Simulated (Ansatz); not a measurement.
# The perfect armchair graphene nanoribbon (N = 11, H edges)

Aim: is the armchair graphene nanoribbon (N = 11, H edges) a metal or a semiconductor?

Program: Ansatz 0.2.0. Level of theory: DFT PBE, plane waves, PAW; relaxation of a wire's period, in the first sound run; inputs show where later runs differ. Results are calculated unless marked as measured.

This is a report of a sequence of runs, with most program output left out.

## 1. Starting point

The cell holds 26 atoms: 22 C and 4 H. Cell: a = 21.151 Å, b = 7.000 Å, c = 4.260 Å, α = 90.0°, β = 90.0°, γ = 90.0°. Vacuum lies along a and b. The structure's axis is c.

## 2. The relaxed wire

Band widths follow the bond lengths, so the wire is relaxed first. The atoms and the third cell vector are free; the box across stays fixed as vacuum. A Fermi-Dirac smearing is set since the result may be a metal. The pressure printed is a third of the stress's trace over the whole box, vacuum included; only the stress along the axis is relaxed.

The input, input.yaml:

```yaml
crystal:
  lattice:
    - [21.151, 0.0, 0.0]
    - [0.0, 7.0, 0.0]
    - [0.0, 0.0, 4.26]
  atoms:
    - { symbol: C, position: [0.209287844, 0.5, 0.0] }
    - { symbol: C, position: [0.325571336, 0.5, 0.0] }
    - { symbol: C, position: [0.441854828, 0.5, 0.0] }
    - { symbol: C, position: [0.558138321, 0.5, 0.0] }
    - { symbol: C, position: [0.674421813, 0.5, 0.0] }
    - { symbol: C, position: [0.790705305, 0.5, 0.0] }
    - { symbol: C, position: [0.209287844, 0.5, 0.333333333] }
    - { symbol: C, position: [0.325571336, 0.5, 0.333333333] }
[... 14 atom lines left out ...]
    - { symbol: C, position: [0.616280067, 0.5, 0.833333333] }
    - { symbol: C, position: [0.732563559, 0.5, 0.833333333] }
    - { symbol: H, position: [0.16547681, 0.5, 0.874413146] }
    - { symbol: H, position: [0.83451634, 0.5, 0.874413146] }
kpoints:
  mp_grid: { grid: [1, 1, 19] }
scf:
  occupations: { method: fermi_dirac, width: 0.05 }
hamiltonian:
  xc: pbe
relax:
  cell: { fix: [a, b, alpha, beta, gamma] }
  max_steps: 45
  f_tol: 0.03
```

On the command line:

```
> ansatz run input.yaml --threads 4 --pin off --max-ram 16384MiB --backend cpu --events-out ev --progress --plain --runs-dir out
```

Elapsed: 37 s, on 4 threads of Intel Xeon Platinum 8259CL at 2.50GHz (Skylake/Cascade Lake), shared host; peak memory 1.5 GiB; 2.4 min of CPU time.

Relaxation path:

| step | energy less that of the first step (eV) | largest force component (eV/Å) | pressure (GPa) | volume (Å³) |
| --- | --- | --- | --- | --- |
| 1 | 0.0000 | 2.4121 | 0.64 | 630.72 |
| 2 | -0.1967 | 0.7385 | 0.20 | 634.33 |
| 3 | -0.2132 | 0.0515 | 0.06 | 634.96 |
| 4 | -0.2133 | 0.0117 | 0.03 | 635.07 |
| 5* | -0.2179 | 0.0115 | 0.04 | 635.07 |

Relaxation steps marked * repeat the geometry before them on a plane-wave basis chosen anew for their cell, so energy and pressure can jump there.

The run keeps the 8 symmetry operations that it works with, so distortions that break them were not tested.

| cell as run | before | after | change |
| --- | --- | --- | --- |
| c (Å) | 4.260 | 4.289 | +0.7 % |

The atoms that moved most (Å, along periodic axes as changes of fractional coordinates times the final cell, across vacuum about the mean position):

| atom | dx | dy | dz | length |
| --- | --- | --- | --- | --- |
| H13 | -0.020 | 0.000 | -0.054 | 0.058 |
| H25 | -0.020 | 0.000 | 0.054 | 0.058 |
| H14 | 0.020 | 0.000 | -0.054 | 0.058 |
| H26 | 0.020 | 0.000 | 0.054 | 0.058 |
| C1 | 0.011 | 0.000 | 0.030 | 0.032 |
| C7 | 0.011 | 0.000 | -0.030 | 0.032 |
| C6 | -0.011 | 0.000 | 0.030 | 0.032 |
| C12 | -0.011 | 0.000 | -0.030 | 0.032 |

Numbers from this step:

* energy at zero smearing: -5583.9049 eV
* cell length along the wire: 4.289 Å

The cell's length comes to 4.289 Å with spin left out.

## 3. The perfect wire

This step: DFT PBE, plane waves, PAW; bands of a perfect wire (Ansatz 0.2.0).

At the relaxed period the bands are computed along the axis; those that cross an energy going forward count the channels that a perfect wire would open there.

The input, input.yaml:

```yaml
crystal:
  lattice:
    - [21.151, 0.0, 0.0]
    - [0.0, 7.0, 0.0]
    - [0.0, 0.0, 4.2893570786]
  atoms:
    - { symbol: C, position: [0.209834872, 0.5, 0.006980611] }
    - { symbol: C, position: [0.325012829, 0.5, 0.999875347] }
    - { symbol: C, position: [0.441730481, 0.5, 0.000103649] }
    - { symbol: C, position: [0.558269519, 0.5, 0.000103649] }
    - { symbol: C, position: [0.674987171, 0.5, 0.999875347] }
    - { symbol: C, position: [0.790165128, 0.5, 0.006980611] }
    - { symbol: C, position: [0.209834872, 0.5, 0.326352723] }
    - { symbol: C, position: [0.325012829, 0.5, 0.333457987] }
[... 14 atom lines left out ...]
    - { symbol: C, position: [0.616497846, 0.5, 0.832665596] }
    - { symbol: C, position: [0.733188103, 0.5, 0.834188503] }
    - { symbol: H, position: [0.164532402, 0.5, 0.887089669] }
    - { symbol: H, position: [0.835467598, 0.5, 0.887089669] }
kpoints:
  mp_grid: { grid: [1, 1, 19] }
  band_path: { path: ["Γ", Z], npoints: 90 }
scf:
  occupations: { method: fermi_dirac, width: 0.05 }
hamiltonian:
  xc: pbe
output:
  dos: { e_range: [-5, 4] }
  write_potential: true
  write_density: true
  volumetric_format: npy
```

Run time: 45 s. Hardware: 4 threads; peak memory 2.5 GiB; 2.9 min of CPU time.

This step gave:

```yaml
band_gap: 0.1816 eV
```

The electronic bands at the labelled points (eV, zero at the Fermi level; v1 is the highest filled band, c1 the lowest empty one):

| point | v4 | v3 | v2 | v1 | c1 | c2 | c3 | c4 |
| --- | --- | --- | --- | --- | --- | --- | --- | --- |
| Γ | -1.73 | -1.39 | -0.97 | -0.09 | 0.09 | 0.90 | 1.42 | 1.44 |
| halfway | -2.69 | -2.61 | -1.99 | -1.81 | 1.54 | 1.87 | 2.35 | 2.74 |
| Z | -3.66 | -2.94 | -2.76 | -2.40 | 1.79 | 2.31 | 2.46 | 3.60 |

The gap is 0.182 eV, with spin left out.

On this path the gap is direct, 0.18 eV, with the valence top at Γ and the conduction bottom at Γ.

## 4. Strain along the wire, period over the relaxed period 0.96, k-mesh 1×1×15

This step: DFT PBE, plane waves, PAW; relaxation at a fixed period (Ansatz 0.2.0).

The period is set to 0.96 times the relaxed one and the atoms relax within it: strain changes bond lengths and angles, which shifts the bands against each other. Against the first PBE run of this kind, the mesh along the wire has 15 points against 19.

The cell differs from the one that the last finished run ended in (c 4.289 → 4.118 Å).

input.yaml, as its differences from that of step 3:

```diff
@@ -4,3 +4,3 @@
     - [0.0, 7.0, 0.0]
-    - [0.0, 0.0, 4.2893570786]
+    - [0.0, 0.0, 4.1177827955]
   atoms:
@@ -33,3 +33,3 @@
 kpoints:
-  mp_grid: { grid: [1, 1, 19] }
+  mp_grid: { grid: [1, 1, 15] }
   band_path: { path: ["Γ", Z], npoints: 90 }
@@ -39,6 +39,6 @@
   xc: pbe
+relax:
+  max_steps: 40
+  f_tol: 0.02
 output:
-  dos: { e_range: [-5, 4] }
-  write_potential: true
-  write_density: true
-  volumetric_format: npy
+  stress: true
```

Run time: 53 s. Hardware: 4 threads; peak memory 2.5 GiB; 3.5 min of CPU time.

Relaxation path:

| step | energy less that of the first step (eV) | largest force component (eV/Å) |
| --- | --- | --- |
| 1 | 0.0000 | 1.6832 |
| 2 | -0.1455 | 0.4002 |
| 3 | -0.1649 | 0.0782 |
| 4 | -0.1652 | 0.0067 |

The run keeps the 8 symmetry operations that it works with, so distortions that break them were not tested.

The atoms that moved most (Å):

| atom | dx | dy | dz | length |
| --- | --- | --- | --- | --- |
| H25 | -0.048 | 0.000 | -0.048 | 0.068 |
| H26 | 0.048 | 0.000 | -0.048 | 0.068 |
| H13 | -0.048 | 0.000 | 0.048 | 0.068 |
| H14 | 0.048 | 0.000 | 0.048 | 0.068 |
| C1 | -0.060 | 0.000 | -0.016 | 0.062 |
| C6 | 0.060 | 0.000 | -0.016 | 0.062 |
| C7 | -0.060 | 0.000 | 0.016 | 0.062 |
| C12 | 0.060 | 0.000 | 0.016 | 0.062 |

The relaxed structure:

```xyz
26
Lattice="21.1510 0.0000 0.0000 0.0000 7.0000 0.0000 0.0000 0.0000 4.1178" Properties=species:S:1:pos:R:3
C     4.3781    3.5000    0.0132
C     6.8443    3.5000    4.1101
C     9.3342    3.5000   -0.0053
C    11.8168    3.5000   -0.0053
C    14.3067    3.5000    4.1101
C    16.7729    3.5000    0.0132
C     4.3781    3.5000    1.3594
C     6.8443    3.5000    1.3802
C     9.3342    3.5000    1.3779
C    11.8168    3.5000    1.3779
C    14.3067    3.5000    1.3802
C    16.7729    3.5000    1.3594
H     3.4319    3.5000    1.8858
H    17.7191    3.5000    1.8858
C     5.6053    3.5000    2.0488
C     8.0903    3.5000    2.0554
C    10.5755    3.5000    2.0520
C    13.0607    3.5000    2.0554
C    15.5457    3.5000    2.0488
C     5.6053    3.5000    3.4416
C     8.0903    3.5000    3.4349
C    10.5755    3.5000    3.4384
C    13.0607    3.5000    3.4349
C    15.5457    3.5000    3.4416
H     3.4319    3.5000    3.6046
H    17.7191    3.5000    3.6046
```

This step gave:

```yaml
energy_at_zero_smearing: -5582.9260 eV
band_gap: 0.6612 eV
```

The electronic bands at the labelled points (eV, zero at the Fermi level; v1 is the highest filled band, c1 the lowest empty one):

| point | v4 | v3 | v2 | v1 | c1 | c2 | c3 | c4 |
| --- | --- | --- | --- | --- | --- | --- | --- | --- |
| Γ | -1.69 | -1.48 | -0.74 | -0.33 | 0.33 | 0.79 | 1.45 | 1.64 |
| halfway | -2.90 | -2.71 | -2.08 | -2.03 | 1.56 | 1.84 | 2.40 | 2.79 |
| Z | -3.88 | -3.15 | -3.01 | -2.65 | 1.71 | 2.27 | 2.34 | 3.59 |

The gap is 0.661 eV, against 0.182 eV under PBE at the relaxed period.

## 5. At a strained period, period over the relaxed period 0.98, k-mesh 1×1×15

The period is set to 0.98 times the relaxed one and the atoms relax within it: strain changes bond lengths and angles, which shifts the bands against each other. Against the first PBE run of this kind, the mesh along the wire has 15 points against 19.

The cell differs from the one that the last finished run ended in (c 4.118 → 4.204 Å).

input.yaml, as its differences from that of step 4:

```diff
@@ -4,3 +4,3 @@
     - [0.0, 7.0, 0.0]
-    - [0.0, 0.0, 4.1177827955]
+    - [0.0, 0.0, 4.2035699371]
   atoms:
```

Run time: 54 s. Hardware: 4 threads; peak memory 2.5 GiB.

Step by step:

| step | energy less that of the first step (eV) | largest force component (eV/Å) |
| --- | --- | --- |
| 1 | 0.0000 | 0.7140 |
| 2 | -0.0323 | 0.1714 |
| 3 | -0.0362 | 0.0344 |
| 4 | -0.0362 | 0.0019 |

The run keeps the 8 symmetry operations that it works with, so distortions that break them were not tested.

The atoms that moved most (Å):

| atom | dx | dy | dz | length |
| --- | --- | --- | --- | --- |
| H26 | 0.023 | 0.000 | -0.026 | 0.034 |
| H25 | -0.023 | 0.000 | -0.026 | 0.034 |
| H14 | 0.023 | 0.000 | 0.026 | 0.034 |
| H13 | -0.023 | 0.000 | 0.026 | 0.034 |
| C6 | 0.029 | 0.000 | -0.008 | 0.030 |
| C1 | -0.029 | 0.000 | -0.008 | 0.030 |
| C12 | 0.029 | 0.000 | 0.008 | 0.030 |
| C7 | -0.029 | 0.000 | 0.008 | 0.030 |

Final coordinates:

```cif
data_structure
_symmetry_space_group_name_H-M 'P 1'
_symmetry_Int_Tables_number 1
_cell_length_a 21.1510
_cell_length_b 7.0000
_cell_length_c 4.2036
_cell_angle_alpha 90.000
_cell_angle_beta 90.000
_cell_angle_gamma 90.000
_cell_volume 622.37
loop_
_atom_site_label
_atom_site_type_symbol
_atom_site_fract_x
_atom_site_fract_y
_atom_site_fract_z
_atom_site_occupancy
C1 C 0.20845 0.50000 0.00516 1
C2 C 0.32433 0.50000 0.99910 1
C3 C 0.44154 0.50000 0.99957 1
C4 C 0.55846 0.50000 0.99957 1
C5 C 0.67567 0.50000 0.99910 1
C6 C 0.79155 0.50000 0.00516 1
C7 C 0.20845 0.50000 0.32817 1
C8 C 0.32433 0.50000 0.33423 1
C9 C 0.44154 0.50000 0.33376 1
C10 C 0.55846 0.50000 0.33376 1
C11 C 0.67567 0.50000 0.33423 1
C12 C 0.79155 0.50000 0.32817 1
H13 H 0.16346 0.50000 0.45239 1
H14 H 0.83654 0.50000 0.45239 1
C15 C 0.26596 0.50000 0.49850 1
C16 C 0.38302 0.50000 0.50008 1
C17 C 0.50000 0.50000 0.49927 1
C18 C 0.61698 0.50000 0.50008 1
C19 C 0.73404 0.50000 0.49850 1
C20 C 0.26596 0.50000 0.83483 1
C21 C 0.38302 0.50000 0.83325 1
C22 C 0.50000 0.50000 0.83406 1
C23 C 0.61698 0.50000 0.83325 1
C24 C 0.73404 0.50000 0.83483 1
H25 H 0.16346 0.50000 0.88094 1
H26 H 0.83654 0.50000 0.88094 1
```

The electronic bands at the labelled points (eV, zero at the Fermi level; v1 is the highest filled band, c1 the lowest empty one):

| point | v4 | v3 | v2 | v1 | c1 | c2 | c3 | c4 |
| --- | --- | --- | --- | --- | --- | --- | --- | --- |
| Γ | -1.60 | -1.54 | -0.86 | -0.21 | 0.21 | 0.85 | 1.44 | 1.53 |
| halfway | -2.75 | -2.70 | -2.04 | -1.92 | 1.55 | 1.86 | 2.38 | 2.77 |
| Z | -3.77 | -3.05 | -2.89 | -2.53 | 1.76 | 2.30 | 2.40 | 3.60 |

The gap is 0.425 eV, against 0.182 eV under PBE at the relaxed period.

## 6. At a strained period, period over the relaxed period 1.02, k-mesh 1×1×14

The period is set to 1.02 times the relaxed one and the atoms relax within it: strain changes bond lengths and angles, which shifts the bands against each other. Against the first PBE run of this kind, the mesh along the wire has 14 points against 19.

The cell differs from the one that the last finished run ended in (c 4.204 → 4.375 Å).

input.yaml, as its differences from that of step 5:

```diff
@@ -4,3 +4,3 @@
     - [0.0, 7.0, 0.0]
-    - [0.0, 0.0, 4.2035699371]
+    - [0.0, 0.0, 4.3751442202]
   atoms:
@@ -33,3 +33,3 @@
 kpoints:
-  mp_grid: { grid: [1, 1, 15] }
+  mp_grid: { grid: [1, 1, 14] }
   band_path: { path: ["Γ", Z], npoints: 90 }
```

Wall time 55 s (4 threads); peak memory 2.6 GiB.

The steps of the relaxation:

| step | energy less that of the first step (eV) | largest force component (eV/Å) |
| --- | --- | --- |
| 1 | 0.0000 | 0.4958 |
| 2 | -0.0264 | 0.1165 |
| 3 | -0.0290 | 0.0304 |
| 4 | -0.0291 | 0.0092 |

Forces are held to the 8 operations that the run works with; a distortion that breaks them can't arise in this run.

The atoms that moved most (Å):

| atom | dx | dy | dz | length |
| --- | --- | --- | --- | --- |
| H13 | 0.023 | 0.000 | -0.027 | 0.035 |
| H14 | -0.023 | 0.000 | -0.027 | 0.035 |
| H25 | 0.023 | 0.000 | 0.027 | 0.035 |
| H26 | -0.023 | 0.000 | 0.027 | 0.035 |
| C7 | 0.029 | 0.000 | -0.007 | 0.030 |
| C12 | -0.029 | 0.000 | -0.007 | 0.030 |
| C1 | 0.029 | 0.000 | 0.007 | 0.030 |
| C6 | -0.029 | 0.000 | 0.007 | 0.030 |

Final coordinates:

```cif
data_structure
_symmetry_space_group_name_H-M 'P 1'
_symmetry_Int_Tables_number 1
_cell_length_a 21.1510
_cell_length_b 7.0000
_cell_length_c 4.3751
_cell_angle_alpha 90.000
_cell_angle_beta 90.000
_cell_angle_gamma 90.000
_cell_volume 647.77
loop_
_atom_site_label
_atom_site_type_symbol
_atom_site_fract_x
_atom_site_fract_y
_atom_site_fract_z
_atom_site_occupancy
C1 C 0.21122 0.50000 0.00858 1
C2 C 0.32566 0.50000 0.00048 1
C3 C 0.44188 0.50000 0.00010 1
C4 C 0.55812 0.50000 0.00010 1
C5 C 0.67434 0.50000 0.00048 1
C6 C 0.78878 0.50000 0.00858 1
C7 C 0.21122 0.50000 0.32476 1
C8 C 0.32566 0.50000 0.33286 1
C9 C 0.44188 0.50000 0.33323 1
C10 C 0.55812 0.50000 0.33323 1
C11 C 0.67434 0.50000 0.33286 1
C12 C 0.78878 0.50000 0.32476 1
H13 H 0.16560 0.50000 0.44009 1
H14 H 0.83440 0.50000 0.44009 1
C15 C 0.26759 0.50000 0.49919 1
C16 C 0.38401 0.50000 0.50080 1
C17 C 0.50000 0.50000 0.50072 1
C18 C 0.61599 0.50000 0.50080 1
C19 C 0.73241 0.50000 0.49919 1
C20 C 0.26759 0.50000 0.83414 1
C21 C 0.38401 0.50000 0.83253 1
C22 C 0.50000 0.50000 0.83262 1
C23 C 0.61599 0.50000 0.83253 1
C24 C 0.73241 0.50000 0.83414 1
H25 H 0.16560 0.50000 0.89324 1
H26 H 0.83440 0.50000 0.89324 1
```

Electronic bands along the path, in eV, zero at the Fermi level; v1 is the highest filled band, c1 the lowest empty one:

| point | v4 | v3 | v2 | v1 | c1 | c2 | c3 | c4 |
| --- | --- | --- | --- | --- | --- | --- | --- | --- |
| Γ | -1.86 | -1.24 | -1.10 | -0.05 | 0.05 | 0.97 | 1.31 | 1.47 |
| halfway | -2.69 | -2.47 | -1.95 | -1.70 | 1.51 | 1.88 | 2.32 | 2.72 |
| Z | -3.55 | -2.84 | -2.63 | -2.27 | 1.80 | 2.30 | 2.50 | 3.59 |

The gap is 0.0962 eV, against 0.182 eV under PBE at the relaxed period.

## 7. Strain along the wire, period over the relaxed period 1.04, k-mesh 1×1×14

The period is set to 1.04 times the relaxed one and the atoms relax within it: strain changes bond lengths and angles, which shifts the bands against each other. Against the first PBE run of this kind, the mesh along the wire has 14 points against 19.

The cell differs from the one that the last finished run ended in (c 4.375 → 4.461 Å).

input.yaml, as its differences from that of step 6:

```diff
@@ -4,3 +4,3 @@
     - [0.0, 7.0, 0.0]
-    - [0.0, 0.0, 4.3751442202]
+    - [0.0, 0.0, 4.4609313618]
   atoms:
```

Run time: 57 s. Hardware: 4 threads; peak memory 2.6 GiB.

Step by step:

| step | energy less that of the first step (eV) | largest force component (eV/Å) |
| --- | --- | --- |
| 1 | 0.0000 | 0.8679 |
| 2 | -0.0962 | 0.2338 |
| 3 | -0.1052 | 0.0479 |
| 4 | -0.1054 | 0.0128 |

The run keeps the 8 symmetry operations that it works with, so distortions that break them were not tested.

The atoms that moved most (Å):

| atom | dx | dy | dz | length |
| --- | --- | --- | --- | --- |
| H14 | -0.039 | 0.000 | -0.056 | 0.069 |
| H13 | 0.039 | 0.000 | -0.056 | 0.069 |
| H26 | -0.039 | 0.000 | 0.056 | 0.069 |
| H25 | 0.039 | 0.000 | 0.056 | 0.069 |
| C12 | -0.053 | 0.000 | -0.015 | 0.055 |
| C7 | 0.053 | 0.000 | -0.015 | 0.055 |
| C6 | -0.053 | 0.000 | 0.015 | 0.055 |
| C1 | 0.053 | 0.000 | 0.015 | 0.055 |

The relaxed structure:

```xyz
26
Lattice="21.1510 0.0000 0.0000 0.0000 7.0000 0.0000 0.0000 0.0000 4.4609" Properties=species:S:1:pos:R:3
C     4.4917    3.5000    0.0459
C     6.8988    3.5000    4.4646
C     9.3490    3.5000   -0.0002
C    11.8020    3.5000   -0.0002
C    14.2522    3.5000    4.4646
C    16.6593    3.5000    0.0459
C     4.4917    3.5000    1.4411
C     6.8988    3.5000    1.4833
C     9.3490    3.5000    1.4872
C    11.8020    3.5000    1.4872
C    14.2522    3.5000    1.4833
C    16.6593    3.5000    1.4411
H     3.5195    3.5000    1.9345
H    17.6315    3.5000    1.9345
C     5.6729    3.5000    2.2266
C     8.1305    3.5000    2.2340
C    10.5755    3.5000    2.2358
C    13.0205    3.5000    2.2340
C    15.4781    3.5000    2.2266
C     5.6729    3.5000    3.7213
C     8.1305    3.5000    3.7139
C    10.5755    3.5000    3.7121
C    13.0205    3.5000    3.7139
C    15.4781    3.5000    3.7213
H     3.5195    3.5000    4.0135
H    17.6315    3.5000    4.0135
```

The gap is 0.346 eV, against 0.182 eV under PBE at the relaxed period.

## 8. Strain along the wire, period over the relaxed period 1.06, k-mesh 1×1×14

The period is set to 1.06 times the relaxed one and the atoms relax within it: strain changes bond lengths and angles, which shifts the bands against each other. Against the first PBE run of this kind, the mesh along the wire has 14 points against 19.

The cell differs from the one that the last finished run ended in (c 4.461 → 4.547 Å).

input.yaml, as its differences from that of step 7:

```diff
@@ -4,3 +4,3 @@
     - [0.0, 7.0, 0.0]
-    - [0.0, 0.0, 4.4609313618]
+    - [0.0, 0.0, 4.5467185034]
   atoms:
```

Wall time 63 s (4 threads); peak memory 2.7 GiB.

The electronic bands at the labelled points (eV, zero at the Fermi level; v1 is the highest filled band, c1 the lowest empty one):

| point | v4 | v3 | v2 | v1 | c1 | c2 | c3 | c4 |
| --- | --- | --- | --- | --- | --- | --- | --- | --- |
| Γ | -2.09 | -1.33 | -0.97 | -0.28 | 0.28 | 1.11 | 1.11 | 1.53 |
| halfway | -2.67 | -2.22 | -1.85 | -1.49 | 1.46 | 1.86 | 2.25 | 2.66 |
| Z | -3.33 | -2.65 | -2.38 | -2.02 | 1.80 | 2.25 | 2.56 | 3.51 |

The gap is 0.569 eV, against 0.182 eV under PBE at the relaxed period.

## 9. Comparing the runs

Times are for 4 threads of Intel Xeon Platinum 8259CL at 2.50GHz (Skylake/Cascade Lake), shared host. Results by setting:

| no. | period over the relaxed period | k-mesh | free energy less the lowest (eV) | pressure (GPa) | band gap (eV) | time | memory (GiB) |
| --- | --- | --- | --- | --- | --- | --- | --- |
| 1 | 0.96 | 1×1×15 | 0.7615 | 4.311 | 0.6612 | 53 s | 2.5 |
| 2 | 0.98 | 1×1×15 | 0.01785 | 2.066 | 0.4250 | 54 s | 2.5 |
| 3 | 1.02 | 1×1×14 | 0 | -1.741 | 0.09620 | 55 s | 2.6 |
| 4 | 1.04 | 1×1×14 | 0.6186 | -3.373 | 0.3461 | 57 s | 2.6 |
| 5 | 1.06 | 1×1×14 | 1.607 | -4.837 | 0.5687 | 63 s | 2.7 |

## 10. Summary of results

| Item | Value |
| --- | --- |
| cell length, PBE | 4.289 Å |
| gap, PBE | 0.182 eV |
| gap, period scaled by 0.96 | 0.661 eV |
| gap, period scaled by 0.98 | 0.425 eV |
| gap, period scaled by 1.02 | 0.0962 eV |
| gap, period scaled by 1.04 | 0.346 eV |
| gap, period scaled by 1.06 | 0.569 eV |

What this shows: Under PBE the cell's length is 4.29 Å, and a gap of 0.18 eV makes it a semiconductor. Strain matters: under PBE the gap goes from 0.18 eV to 0.661 eV at 0.96 times the period, 0.425 eV at 0.98 times the period, 0.0962 eV at 1.02 times the period, 0.346 eV at 1.04 times the period and 0.569 eV at 1.06 times the period. Where the gap is under about 0.35 eV, the smearing of 0.05 eV partly fills the band edges in the SCF.

[Logs are printed without paths, hosts, clocks, repeated set-up lines and the standing remarks that a program may print on its own settings, such as how far it seeks lower states.]

[Hosts, paths, dates, database ids (printed as entryN), source tags and the programs' standing remarks are cut or masked in the printed files.]
